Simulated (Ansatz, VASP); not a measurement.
## One calculation of Pd, two programs

```xyz
2
Lattice="2.7486 0.0000 0.0000 -1.3743 2.3804 0.0000 0.0000 0.0000 4.5742" Properties=species:S:1:pos:R:3 pbc="T T T"
Pd    1.3743    0.7935    3.4306
Pd    0.0000    1.5869    1.1435
```

Alike in both runs: functional PBE; k mesh 18 × 18 × 10; occupations gaussian, width 0.1 eV; collinear spin.

Ansatz relaxed the structure, and its values are those at the end. VASP's run is a single point on that final structure, the one shown.

```csv
,VASP,Ansatz
version,VASP 6.6.1,Ansatz 0.2.0
potentials or method,"VASP PAW PBE potentials, release 64 (Pd)","scalar-relativistic, plane waves, PAW"
plane-wave cutoff (eV),520,420
valence electrons in the cell,20,36
```

```tsv
	VASP	Ansatz	Ansatz less VASP
gap on the k mesh at the Fermi level (eV)	none	none	-
pressure (GPa)	5.1	5.4	+0.32
net moment per atom (μB)	0.34	0.34	-0.002
size of the moment on the site where the two differ most (μB)	0.34	0.35	+0.006
```

Site moments also hang on the region over which each program counts them. A gap of «none» marks a metal or a gap that the smearing closes. With one functional, cell and mesh, what is left measures potentials, basis and numerics. The two sets of potentials don't hold the same shells in valence.
